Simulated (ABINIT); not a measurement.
# LiH (Fm-3m): G0W0 in ABINIT against the screening cutoff in the self-energy

Aim: move the screening cutoff in the self-energy of a G0W0 run on LiH (Fm-3m) over a wide range.

Calculated with ABINIT 10.8.3; PBE and many-body steps on it, plane waves.

The database entry behind the starting cell differs from later determinations by our own check (the deuteride, about 0.2 % short), so it need not match the best structure at ambient conditions.

## Step 1: Set-up

The structure is cubic, space group Fm-3m (No. 225). Conventional cell: a = 4.074 Å, b = 4.074 Å, c = 4.074 Å, α = 90.00°, β = 90.00°, γ = 90.00°. Nearest to Li lie 6 H at 2.04 Å. Nearest to H lie 6 Li at 2.04 Å. Farther neighbours are not listed.

The cell and positions come from the Crystallography Open Database and are kept as given unless a step says otherwise.

## Step 2: Screening, 6×6×6 mesh, 110 bands, screening to 217.7 eV

This step: ABINIT 10.8.3; RPA screening on PBE, plane waves, norm-conserving pseudopotentials.

The RPA dielectric matrix is built and inverted for each q.

File run.abi:

```
acell 3*1.0 Angstrom
rprim 
  0.000000000000 2.036750000000 2.036750000000
  2.036750000000 -0.000000000000 2.036750000000
  2.036750000000 2.036750000000 -0.000000000000
ntypat 2
znucl 3 1
natom 2
typat 1 2
xred 
  0.000000000000 0.000000000000 0.000000000000
  0.500000000000 0.500000000000 0.500000000000
pp_dirpath "pseudos"
pseudos "Li.upf, H.upf"
ecut 33
ngkpt 6 6 6
nshiftk 1
shiftk 0 0 0
kptopt 1
chksymbreak 0
istwfk *1
occopt 1
irdwfk 1
optdriver 3
nband 110
ecuteps 8
inclvkb 2
awtr 1
symchi 1
indata_prefix "in"
outdata_prefix "out"
tmpdata_prefix "tmp"
```

Command:

```console
OMP_NUM_THREADS=1 mpirun -n 4 abinit run.abi > log
```

The program printed:

```text
.Version 10.8.3 of ABINIT. v10.8.2 released Aug 2026.

 Symmetries : space group Fm -3 m (#225); Bravais cF (face-center cubic)
[... echo of the input left out ...]
== DATASET  1 ==================================================================
-   mpi_nproc: 4, omp_nthreads: 1 (-1 if OMP is not activated)

--- !DatasetInfo
iteration_state: {dtset: 1, }
dimensions: {natom: 2, nkpt: 16, mband: 110, nsppol: 1, nspinor: 1, nspden: 1, mpw: 1056, }
cutoff_energies: {ecut:  33.0, pawecutdg:  -1.0, }
electrons: {nelect:   4.00000000E+00, charge:   0.00000000E+00, occopt:   1.00000000E+00, tsmear:   1.00000000E-02, }

 SCREENING: Calculation of the susceptibility and dielectric matrices

 Based on a program developped by R.W. Godby, V. Olevano, G. Onida, and L. Reining.
 Incorporated in ABINIT by V. Olevano, G.-M. Rignanese, and M. Torrent.
.Using double precision arithmetic ; gwpc =  8

[... cell and pseudopotentials left out ...]
--------------------------------------------------------------------------------

 ==== K-mesh for the wavefunctions ====
 Number of points in the irreducible wedge :    16
[... list of points left out ...]
 Together with 48 symmetry operations and time-reversal symmetry
 yields   216 points in the full Brillouin Zone.

 ==== Q-mesh for the screening function ====
 Number of points in the irreducible wedge :    16
[... list of points left out ...]
 Together with 48 symmetry operations and time-reversal symmetry
 yields   216 points in the full Brillouin Zone.

 setmesh: FFT mesh size selected  =    24x   24x   24
          total number of points  =        13824

 vcoul_init : cutoff-mode = AUXILIARY_FUNCTION
 q-points for optical limit:   1
     1)      0.000010    0.000020    0.000030

- screening: taking advantage of time-reversal symmetry
- Maximum band index for partially occupied states nbvw = 2
- Remaining bands to be divided among processors   nbcw = 108
- Number of bands treated by each node ~27

 Number of electrons calculated from density =    4.0000; Expected =    4.0000
 average of density, n =  0.035077
 r_s =    1.8951
 omega_plasma =   18.0662 [eV]

 calculating chi0 at frequencies [eV] :
  1    0.000000E+00    0.000000E+00
  2    0.000000E+00    1.806615E+01

--------------------------------------------------------------------------------
  q-point number  1        q = ( 0.000000, 0.000000, 0.000000) [r.l.u.]
--------------------------------------------------------------------------------
[... chi0 elements left out ...]
 For q-point:  0.000010 0.000020 0.000030
  dielectric constant =   4.1825
  dielectric constant without local fields =   4.5879

  Average fulfillment of the sum rule on Im[epsilon] for q-point    1 :     94.81  [%]
[... wings left out ...]
  q-point number  2        q = ( 0.166667, 0.000000, 0.000000) [r.l.u.]
--------------------------------------------------------------------------------
[... chi0 elements left out ...]
  Average fulfillment of the sum rule on Im[epsilon] for q-point    2 :    100.60  [%]

 [... 14 further q-points ...]
```

Wall time 38 s (4 MPI ranks of Arm Neoverse N1, shared host); peak memory 0.75 GiB.

Numbers from this step:

- ε∞ with local fields, on this mesh, along the program's q direction: 4.183
- the same without local fields: 4.588
- plasma frequency: 18.07 eV
- plane waves in the screening matrix: 137

Local fields lower ε∞ by 9 %.

## Step 3: 0.8 Ha

This step: G0W0 on PBE, plane waves, norm-conserving pseudopotentials.

Edit run.abi of step 2 so:

```diff
@@ -23,8 +23,17 @@
 irdwfk 1
-optdriver 3
+optdriver 4
 nband 110
-ecuteps 8
-inclvkb 2
-awtr 1
-symchi 1
+gwcalctyp 0
+ecutsigx 33
+symsigma 1
+nkptgw 2
+kptgw 
+  0.5000000000 0.5000000000 0.0000000000
+  0.0000000000 0.0000000000 0.0000000000
+bdgw 
+  1 5
+  1 6
+ecuteps 0.8
+irdscr 1
+ppmodel 1
 indata_prefix "in"
```

The program printed:

```text
.Version 10.8.3 of ABINIT. v10.8.2 released Aug 2026.

 Symmetries : space group Fm -3 m (#225); Bravais cF (face-center cubic)
[... echo of the input left out ...]
== DATASET  1 ==================================================================
-   mpi_nproc: 4, omp_nthreads: 1 (-1 if OMP is not activated)

--- !DatasetInfo
iteration_state: {dtset: 1, }
dimensions: {natom: 2, nkpt: 16, mband: 110, nsppol: 1, nspinor: 1, nspden: 1, mpw: 1056, }
cutoff_energies: {ecut:  33.0, pawecutdg:  -1.0, }
electrons: {nelect:   4.00000000E+00, charge:   0.00000000E+00, occopt:   1.00000000E+00, tsmear:   1.00000000E-02, }

 SIGMA: Calculation of the GW corrections

 Based on a program developped by R.W. Godby, V. Olevano, G. Onida, and L. Reining.
 Incorporated in ABINIT by V. Olevano, G.-M. Rignanese, and M. Torrent.
.Using double precision arithmetic ; gwpc =  8

[... cell and pseudopotentials left out ...]
--------------------------------------------------------------------------------

 ==== K-mesh for the wavefunctions ====
 Number of points in the irreducible wedge :    16
[... list of points left out ...]
 Together with 48 symmetry operations and time-reversal symmetry
 yields   216 points in the full Brillouin Zone.

 ==== Q-mesh for screening function ====
 Number of points in the irreducible wedge :    16
[... list of points left out ...]
 Together with 48 symmetry operations and time-reversal symmetry
 yields   216 points in the full Brillouin Zone.

 vcoul_init : cutoff-mode = AUXILIARY_FUNCTION
 q-points for optical limit:   1
     1)      0.000010    0.000020    0.000030
 setmesh: FFT mesh size selected  =    30x   30x   30
          total number of points  =        27000

 Number of electrons calculated from density =    4.0000; Expected =    4.0000
 average of density, n =  0.035077
 r_s =    1.8951
 omega_plasma =   18.0662 [eV]

 === KS Band Gaps ===
  >>>> For spin  1
   Minimum direct gap =   3.0221 [eV], located at k-point      :   0.5000  0.5000  0.0000
   Fundamental gap    =   3.0221 [eV], Top of valence bands at :   0.5000  0.5000  0.0000
                                       Bottom of conduction at :   0.5000  0.5000  0.0000
 SIGMA fundamental parameters:
 PLASMON POLE MODEL  1
 number of plane-waves for SigmaX                 1037
 number of plane-waves for SigmaC and W              1
 number of plane-waves for wavefunctions          1037
 number of bands                                   110
 number of independent spin polarizations            1
 number of spinorial components                      1
 number of k-points in IBZ                          16
 number of q-points in IBZ                          16
 number of symmetry operations                      48
 number of k-points in BZ                          216
 number of q-points in BZ                          216
 number of frequencies for dSigma/dE                 9
 frequency step for dSigma/dE [eV]                0.25
 number of omega for Sigma on real axis              0
 max omega for Sigma on real axis  [eV]           0.00
 zcut for avoiding poles [eV]                     0.10

 EPSILON^-1 parameters (SCR file):
 dimension of the eps^-1 matrix on file            137
 dimension of the eps^-1 matrix used                 1
 number of plane-waves for wavefunctions          1037
 number of bands                                   110
 number of q-points in IBZ                          16
 number of frequencies                               2
 number of real frequencies                          1
 number of imag frequencies                          1

 matrix elements of self-energy operator (all in [eV])

 Perturbative Calculation

--- !SelfEnergy_ee
iteration_state: {dtset: 1, }
kpoint     : [   0.500,    0.500,    0.000, ]
spin       : 1
KS_gap     :    3.022
QP_gap     :    4.950
Delta_QP_KS:    1.928
data: !SigmaeeData |
     Band     E0 <VxcDFT>   SigX SigC(E0)      Z dSigC/dE  Sig(E)    E-E0       E
        1 -44.599 -25.708 -39.768   4.050   0.787  -0.270 -33.589  -7.881 -52.479
        2  -0.348 -11.307 -14.604   2.282   0.825  -0.212 -12.144  -0.837  -1.185
        3   2.674  -7.646  -3.654  -2.682   0.832  -0.201  -6.556   1.091   3.765
        4  10.239  -8.235  -2.665  -3.555   0.802  -0.246  -6.619   1.616  11.856
        5  10.239  -8.235  -2.665  -3.555   0.802  -0.246  -6.619   1.616  11.856

--- !SelfEnergy_ee
iteration_state: {dtset: 1, }
kpoint     : [   0.000,    0.000,    0.000, ]
spin       : 1
KS_gap     :   20.729
QP_gap     :   23.818
Delta_QP_KS:    3.089
data: !SigmaeeData |
     Band     E0 <VxcDFT>   SigX SigC(E0)      Z dSigC/dE  Sig(E)    E-E0       E
        1 -44.649 -25.626 -39.706   4.056   0.787  -0.271 -33.512  -7.886 -52.535
        2  -5.602  -9.916 -15.613   4.101   0.761  -0.315 -11.130  -1.213  -6.815
        3  15.128 -11.719  -4.658  -4.472   0.725  -0.380  -9.843   1.875  17.003
        4  17.057  -8.963  -2.437  -4.143   0.747  -0.339  -7.184   1.780  18.836
        5  17.057  -8.963  -2.437  -4.143   0.747  -0.339  -7.184   1.780  18.836
        6  17.057  -8.963  -2.437  -4.143   0.747  -0.339  -7.184   1.780  18.836

== END DATASET(S) ==============================================================
================================================================================

 -outvars: echo values of variables after computation  --------
           etotal      0.0000000000E+00
            nband         110
             nkpt          16
          spgroup         225
 [... the other variables as echoed above ...]

 Calculation completed.
```

Run time: 2.8 s. Hardware: 4 MPI ranks; peak memory 0.11 GiB; 11 s of CPU time.

Numbers from this step:

| Quantity | Value |
| --- | --- |
| G0W0 gap on the points computed | 4.95 eV |
| starting gap on the mesh | 3.022 eV |
| k of the valence top | 0.5, 0.5, 0 |
| k of the conduction bottom | 0.5, 0.5, 0 |
| Z at the valence top | 0.825 |
| Z at the conduction bottom | 0.832 |
| least direct G0W0 gap on the computed points | 4.95 eV |

## Step 4: 1.6 Ha

Edit run.abi of step 3 so:

```diff
@@ -35,3 +35,3 @@
   1 6
-ecuteps 0.8
+ecuteps 1.6
 irdscr 1
```

The program printed:

```text
.Version 10.8.3 of ABINIT. v10.8.2 released Aug 2026.

 Symmetries : space group Fm -3 m (#225); Bravais cF (face-center cubic)
[... echo of the input left out ...]
== DATASET  1 ==================================================================
-   mpi_nproc: 4, omp_nthreads: 1 (-1 if OMP is not activated)

--- !DatasetInfo
iteration_state: {dtset: 1, }
dimensions: {natom: 2, nkpt: 16, mband: 110, nsppol: 1, nspinor: 1, nspden: 1, mpw: 1056, }
cutoff_energies: {ecut:  33.0, pawecutdg:  -1.0, }
electrons: {nelect:   4.00000000E+00, charge:   0.00000000E+00, occopt:   1.00000000E+00, tsmear:   1.00000000E-02, }

 SIGMA: Calculation of the GW corrections

 Based on a program developped by R.W. Godby, V. Olevano, G. Onida, and L. Reining.
 Incorporated in ABINIT by V. Olevano, G.-M. Rignanese, and M. Torrent.
.Using double precision arithmetic ; gwpc =  8

[... cell and pseudopotentials left out ...]
--------------------------------------------------------------------------------

 ==== K-mesh for the wavefunctions ====
 Number of points in the irreducible wedge :    16
[... list of points left out ...]
 Together with 48 symmetry operations and time-reversal symmetry
 yields   216 points in the full Brillouin Zone.

 ==== Q-mesh for screening function ====
 Number of points in the irreducible wedge :    16
[... list of points left out ...]
 Together with 48 symmetry operations and time-reversal symmetry
 yields   216 points in the full Brillouin Zone.

 vcoul_init : cutoff-mode = AUXILIARY_FUNCTION
 q-points for optical limit:   1
     1)      0.000010    0.000020    0.000030
 setmesh: FFT mesh size selected  =    30x   30x   30
          total number of points  =        27000

 Number of electrons calculated from density =    4.0000; Expected =    4.0000
[...]
number of omega for Sigma on real axis              0
 max omega for Sigma on real axis  [eV]           0.00
 zcut for avoiding poles [eV]                     0.10

 EPSILON^-1 parameters (SCR file):
 dimension of the eps^-1 matrix on file            137
 dimension of the eps^-1 matrix used                15
 number of plane-waves for wavefunctions          1037
 number of bands                                   110
 number of q-points in IBZ                          16
 number of frequencies                               2
 number of real frequencies                          1
 number of imag frequencies                          1

 matrix elements of self-energy operator (all in [eV])

 Perturbative Calculation

--- !SelfEnergy_ee
iteration_state: {dtset: 1, }
kpoint     : [   0.500,    0.500,    0.000, ]
spin       : 1
KS_gap     :    3.022
QP_gap     :    4.664
Delta_QP_KS:    1.642
data: !SigmaeeData |
     Band     E0 <VxcDFT>   SigX SigC(E0)      Z dSigC/dE  Sig(E)    E-E0       E
        1 -44.599 -25.708 -39.768   4.885   0.771  -0.297 -32.783  -7.075 -51.674
        2  -0.348 -11.307 -14.604   1.921   0.782  -0.278 -12.383  -1.076  -1.424
        3   2.674  -7.646  -3.654  -3.294   0.810  -0.234  -7.080   0.566   3.240
[...]
--- !SelfEnergy_ee
iteration_state: {dtset: 1, }
kpoint     : [   0.000,    0.000,    0.000, ]
spin       : 1
KS_gap     :   20.729
QP_gap     :   23.180
Delta_QP_KS:    2.451
data: !SigmaeeData |
     Band     E0 <VxcDFT>   SigX SigC(E0)      Z dSigC/dE  Sig(E)    E-E0       E
[...]
5  17.057  -8.963  -2.437  -5.327   0.690  -0.449  -8.136   0.827  17.884
        6  17.057  -8.963  -2.437  -5.327   0.690  -0.449  -8.136   0.827  17.884

== END DATASET(S) ==============================================================
================================================================================

 -outvars: echo values of variables after computation  --------
           etotal      0.0000000000E+00
            nband         110
             nkpt          16
          spgroup         225
 [... the other variables as echoed above ...]

 Calculation completed.
```

The job ended after 3.5 s (4 MPI ranks; peak memory 0.46 GiB).

Numbers from this step:

| Property | Result |
| --- | --- |
| G0W0 gap on the points computed | 4.664 eV |
| starting gap on the mesh | 3.022 eV |
| k of the valence top | 0.5, 0.5, 0 |
| k of the conduction bottom | 0.5, 0.5, 0 |
| Z at the valence top | 0.782 |
| Z at the conduction bottom | 0.81 |
| least direct G0W0 gap on the computed points | 4.664 eV |

## Step 5: 2.8 Ha

The self-energy is evaluated for the states that the input lists, and the levels follow from it, in one-shot runs by the linearised quasiparticle equation.

Edit run.abi of step 4 so:

```diff
@@ -35,3 +35,3 @@
   1 6
-ecuteps 1.6
+ecuteps 2.8
 irdscr 1
```

The program printed:

```text
.Version 10.8.3 of ABINIT. v10.8.2 released Aug 2026.

 Symmetries : space group Fm -3 m (#225); Bravais cF (face-center cubic)
[... echo of the input left out ...]
== DATASET  1 ==================================================================
-   mpi_nproc: 4, omp_nthreads: 1 (-1 if OMP is not activated)

--- !DatasetInfo
iteration_state: {dtset: 1, }
dimensions: {natom: 2, nkpt: 16, mband: 110, nsppol: 1, nspinor: 1, nspden: 1, mpw: 1056, }
cutoff_energies: {ecut:  33.0, pawecutdg:  -1.0, }
[...]
Band     E0 <VxcDFT>   SigX SigC(E0)      Z dSigC/dE  Sig(E)    E-E0       E
[...]
5  17.057  -8.963  -2.437  -5.389   0.695  -0.438  -8.172   0.791  17.847
        6  17.057  -8.963  -2.437  -5.389   0.695  -0.438  -8.172   0.791  17.847

== END DATASET(S) ==============================================================
================================================================================

 -outvars: echo values of variables after computation  --------
           etotal      0.0000000000E+00
            nband         110
             nkpt          16
          spgroup         225
 [... the other variables as echoed above ...]

 Calculation completed.
```

Run time: 3.6 s. Hardware: 4 MPI ranks; peak memory 0.54 GiB.

Numbers from this step:

```yaml
g0w0_gap_on_the_points_computed: 4.731 eV
starting_gap_on_the_mesh: 3.022 eV
k_of_the_valence_top: 0.5, 0.5, 0
k_of_the_conduction_bottom: 0.5, 0.5, 0
least_direct_g0w0_gap_on_the_computed_points: 4.731 eV
```

The gap on the mesh goes from 3.02 eV to 4.73 eV, a correction of +1.71 eV.

(Part 1 of 2 ends here.)

[Paths, hosts, dates, memory and timing lines, banners, echoed tables and standing remarks are left out of the program output.]

[Logs are printed without paths, hosts, clocks, repeated set-up lines and the standing remarks that a program may print on its own settings, such as how far it seeks lower states.]

[Runs of the session that timed out or met a known fault of the program may be left out.]

[Hosts, paths, dates, database ids (printed as entryN), source tags and the programs' standing remarks are cut or masked in the printed files.]

[G0W0 gaps are taken among the corrected bands and points alone; a level outside them can change the order at an edge.]

[Where Ansatz stands beside ABINIT at settings called matched, ABINIT's density can come from a denser mesh and the files from another edition; pairs whose starting gaps differed by over 0.03 eV were left out, so agreement reads better than it is.]
